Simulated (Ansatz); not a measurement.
The system is CuO (Tenorite).

```
Cu O
1.0
     2.34465   -1.71340    0.00000
     2.34465    1.71340    0.00000
    -0.86055    0.00000    5.05944
Cu O
2 2
Direct
  0.49680 0.00320 0.50000
  0.00320 0.49680 0.00000
  0.40560 0.57140 0.75370
  0.57140 0.40560 0.25370
```

Base run:

* Program: Ansatz 0.2.0
* Functional: PBEsol
* Potentials or basis: all-electron PAW datasets made for the crystal
* Cutoff: 520 eV
* Density cutoff: 2080 eV
* k mesh: 10 × 10 × 5
* Occupations: fermi-dirac, width 0.05 eV
* Spin: no spin polarisation

Its results: pressure -2.7 GPa; largest force 0.757 eV/Å.

Q: After a change of settings the same cell gave: pressure -0.5 GPa; largest force 0.758 eV/Å. Which change was it?
A. potentials or basis from all-electron PAW datasets made for the crystal to all-electron LAPW, scalar-relativistic; cutoff from 520 eV to 426 eV; density cutoff from 2080 eV to 1705 eV; hubbard terms from none to Cu d U = 8 eV
B. potentials or basis from all-electron PAW datasets made for the crystal to all-electron LAPW, non-relativistic; cutoff from 520 eV to 426 eV; density cutoff from 2080 eV to 1706 eV
C. potentials or basis from all-electron PAW datasets made for the crystal to all-electron LAPW, inner shells corrected to Dirac's equation; cutoff from 520 eV to 426 eV; density cutoff from 2080 eV to 1705 eV
D. potentials or basis from all-electron PAW datasets made for the crystal to all-electron LAPW, scalar-relativistic; cutoff from 520 eV to 461 eV; density cutoff from 2080 eV to 1844 eV

A: B.

Caveats: the run has no spin polarisation, though such a crystal can be magnetic.

Not every run made on this cell is shown here.
